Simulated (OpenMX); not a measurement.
Crystal: BN.

```
N B
1.0
     0.00000    1.81300    1.81300
     1.81300    0.00000    1.81300
     1.81300    1.81300    0.00000
N B
1 1
Direct
  0.25000 0.25000 0.25000
  0.00000 0.00000 0.00000
```

The cell is a database's computed one.

Base run:

- Program: OpenMX 3.8.5
- Functional: PBE
- Potentials or basis: OpenMX 2013 PBE set, N6.0-s2p2, B7.0-s2p2, grid cutoff 400 Ry
- k mesh: 13 × 13 × 13
- Occupations: fermi-dirac, width 0.05 eV
- Spin: no spin polarisation

Its results: band gap on the k mesh 6.82 eV, indirect (least direct gap 8.88 eV); pressure 5.4 GPa.

**Question.** The run is repeated on the same cell with these changes: potentials or basis from OpenMX 2013 PBE set, N6.0-s2p2, B7.0-s2p2, grid cutoff 400 Ry to OpenMX 2013 PBE set, N6.0-s2p2d1, B7.0-s2p2d1, grid cutoff 400 Ry. What comes out?

**Answer.** Band gap on the k mesh 4.69 eV, indirect (least direct gap 8.81 eV); pressure 0.9 GPa.

Caveats: the basis of atomic orbitals isn't converged, which shifts pressures, moduli and gaps.
